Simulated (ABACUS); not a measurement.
## Au under changes of volume

One of the cells (17.771 Å³/atom); the others are scaled copies at fixed shape and fractional positions:

```
Au
1.0
     2.90000    0.00000    0.00000
    -1.45000    2.51147    0.00000
     0.00000    0.00000    4.88000
Au
2
Direct
  0.66667 0.33333 0.25000
  0.33333 0.66667 0.75000
```

This isn't the form of Au at room conditions, which is fcc.

| Item | Value |
| --- | --- |
| Program | ABACUS 3.10.1 |
| Functional | PBE |
| Potentials or basis | PseudoDojo NC SR 0.4.1 PBE standard |
| Cutoff | 1034 eV |
| Density cutoff | 4136 eV |
| Basis | plane waves |
| k mesh | 11 × 11 × 6 |
| Occupations | fermi-dirac, width 0.05 eV |
| Spin | no spin polarisation |

| volume (Å³/atom) | energy over the lowest point (meV/atom) | pressure (GPa) |
| --- | --- | --- |
| 16.705 | 44.10 | 12.4 |
| 17.060 | 21.30 | 8.3 |
| 17.416 | 7.00 | 4.7 |
| 17.771 | ? | ? |
| 18.127 | 0.00 | -1.3 |
| 18.482 | 5.58 | -3.7 |
| 18.837 | 16.19 | -5.9 |

Q: What does the run at 17.771 Å³/atom give?

A: Energy over the lowest point 0.20 meV/atom; pressure 1.5 GPa.

Worked out: A Birch-Murnaghan fit of order 3 (a polynomial in V^(-2/3)) to the other rows has its minimum at 17.96 Å³/atom with B0 = V·E''(V) = 140 GPa and B' = 5.6 at fixed shape and positions, which overstates the stiffness. It gives 0.21 meV/atom at 17.771 Å³/atom, against the run's 0.20, and -dE/dV = 1.5 GPa, against 1.5.

Energies are extrapolated to zero smearing.
